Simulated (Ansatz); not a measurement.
**TaN (P6/mmm): zero-pressure volume and bulk modulus with RPBE + D4**

The task here is to estimate one member of a computed series from the others.

Program: Ansatz 0.2.0. Level of theory: DFT RPBE + D4, scalar-relativistic, plane waves, PAW. These are calculated values, not measurements.

### The structure to begin with

It takes space group P6/mmm (No. 191, hexagonal). The conventional cell has a = 5.180 Å, b = 5.180 Å, c = 2.913 Å, α = 90.00°, β = 90.00°, γ = 120.00°. Around Ta (site symmetry 6/mmm) lie 6 N at 2.59 Å and 2 Ta at 2.91 Å. Ta (site symmetry -6m2) is surrounded by 6 N at 2.09 Å. Around N (site symmetry mmm) lie 6 Ta at 2.09 to 2.59 Å.

As a file:

```cif
data_structure
_symmetry_space_group_name_H-M 'P6/mmm'
_symmetry_Int_Tables_number 191
_cell_length_a 5.1803
_cell_length_b 5.1803
_cell_length_c 2.9132
_cell_angle_alpha 90.000
_cell_angle_beta 90.000
_cell_angle_gamma 120.000
_cell_volume 67.71
loop_
_atom_site_label
_atom_site_type_symbol
_atom_site_symmetry_multiplicity
_atom_site_Wyckoff_symbol
_atom_site_fract_x
_atom_site_fract_y
_atom_site_fract_z
_atom_site_occupancy
Ta1 Ta 1 a 0.00000 0.00000 0.00000 1
Ta2 Ta 2 d 0.33333 0.66667 0.50000 1
N1 N 3 f 0.50000 0.00000 0.00000 1
```

An earlier run on this cell at PBE gave 10.17 GPa at 11.284 Å³/atom (6×6×8 mesh), metallic, no moment left. The cell is compressed at this level.

The first run:

Input file input.yaml:

```yaml
crystal:
  lattice:
    - [5.1803463499, 0.0, 0.0]
    - [-2.590173175, 4.4863115394, 0.0]
    - [0.0, 0.0, 2.9132277698]
  atoms:
    - { symbol: Ta, position: [0.0, 0.0, 0.0], spin: 0.05 }
    - { symbol: Ta, position: [0.3333333333, 0.6666666667, 0.5], spin: -0.05 }
    - { symbol: Ta, position: [0.6666666667, 0.3333333333, 0.5], spin: -0.05 }
    - { symbol: "N", position: [0.5, 0.0, 0.0] }
    - { symbol: "N", position: [0.5, 0.5, 0.0] }
    - { symbol: "N", position: [0.0, 0.5, 0.0] }
basis:
  ecutwfc: 420
  ecutrho_ratio: 4
kpoints:
  mp_grid: { grid: [6, 6, 8] }
hamiltonian:
  xc: rpbe
  dispersion: d4
scf:
  occupations: { method: gaussian, width: 0.05 }
output:
  forces: true
  stress: true
  eigenvalues: true
  populations: true
magnetization:
  spin_polarized: true
relax:
  f_tol: 0.02
  max_steps: 40
  cell: { stress_tol: 0.2, fix: [volume] }
checkpoint:
  read: start.run
  write: ck
  compress: false
  write_wavefunctions: false
  write_every: 100000
```

start.run holds the state of a PBE run on this cell.

Started as:

```sh
ansatz run input.yaml --threads 4 --pin off --max-ram 8192MiB --backend cpu --events-out ev --progress --plain --runs-dir out
```

Among the steps run: At the given cell; Stepping to 11.692 Å³/atom; Stepping to 11.494 Å³/atom; Volume × 0.98 of the new zero; Volume × 1.02 of the new zero; Volume × 0.96 of the new zero; Volume × 1.04 of the new zero.

One of the session's tables, all rows but one given; the rest of the session is left out.

It belongs to the step «Energy and pressure against volume». 

| volume (Å³/atom) | energy (meV/atom) | pressure (GPa) |
| --- | --- | --- |
| 11.034 | 17.31 | 12.60 |
| 11.264 | ? | ? |
| 11.494 | 0.00 | 0.02 |
| 11.724 | 3.90 | -5.36 |
| 11.954 | 15.13 | -10.21 |

Estimate the missing values for volume (Å³/atom) = 11.264.

Worked estimate for «energy (meV/atom)». A straight line through the neighbours (11.034, 17.31) and (11.494, 0.00) gives 17.31 + (0.00 − 17.31) × (11.264 − 11.034) / (11.494 − 11.034) = 8.66; a parabola fitted to 3 rows on both sides gives 4.47.

**Answer.** energy (meV/atom): 4.17; pressure (GPa): 5.98. In «energy (meV/atom)» the line misses by +4.49 and the parabola by +0.30.

Limits of these values: Warnings in the runs' records: seeded moment not kept, filled band counts differ across k points.
